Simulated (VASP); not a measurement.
Input of a VASP 6.6.1 run:

The input INCAR:

```
SYSTEM = P
PREC = Accurate ; ENCUT = 520
EDIFF = 1E-6 ; ISMEAR = 0
SIGMA = 0.03 ; LREAL = .FALSE.
LASPH = .TRUE. ; NELM = 80
ALGO = Normal ; ISIF = 2
LWAVE = .FALSE. ; LCHARG = .FALSE.
LDIPOL = .TRUE. ; IDIPOL = 3
DIPOL = 0.5 0.5 0.500 ; GGA = PE
IVDW = 12 ; NBANDS = 30
LVHAR = .TRUE. ; LVACPOTAV = .TRUE.
```

The input KPOINTS:

```
regular mesh
0
G
  6 4 1
  0 0 0
```

The input POSCAR:

```
P                                       
1.0
    3.3024505770      0.0000000000      0.0000000000
    0.0000000000      4.3280911477      0.0000000000
    0.0000000000      0.0000000000     25.3727681600
  P             
     8
Direct
     1.0000000000000000    0.5790209307519741    0.3574607572485388
     0.5000000000000000    0.9209790692480259    0.3574607572485388
     0.5000000000000000    0.0783740101432068    0.4416788812404545
     1.0000000000000000    0.4216259898567932    0.4416788812404545
     0.5000000000000000    0.5783740101432069    0.5583211187595455
     1.0000000000000000    0.9216259898567931    0.5583211187595455
     1.0000000000000000    0.0790209307519742    0.6425392427514612
     0.5000000000000000    0.4209790692480258    0.6425392427514612
```

KPOINTS_OPT

```
explicit points
4
Reciprocal
 0.0000000000  0.0000000000  0.0000000000 1
 0.5000000000  0.0000000000  0.0000000000 1
 0.5000000000  0.5000000000  0.0000000000 1
 0.0000000000  0.5000000000  0.0000000000 1
```

Potentials or basis: VASP PAW PBE potentials, release 64 (P).

The run is started by

```console
$ cat potpaw_PBE.64/P/POTCAR > POTCAR
$ mpirun -np 4 vasp_std > vasp.out
```

**Question.** Predict the band gap along the path.

**Answer.** 0.14 eV, direct.

**Question.** Predict the dispersion energy per atom.

**Answer.** -0.316 eV.

**Question.** What does it give for the largest force?

**Answer.** 0.044 eV/Å.

Forces in eV/Å, atoms in the order of the input:
```
P    0.000 -0.027  0.035
P    0.000  0.027  0.035
P    0.000 -0.021 -0.029
P    0.000  0.021 -0.029
P    0.000 -0.021  0.029
P    0.000  0.021  0.029
P    0.000 -0.027 -0.035
P    0.000  0.027 -0.035
```

A hybrid or GW would open this gap; PBE tends to underestimate it.
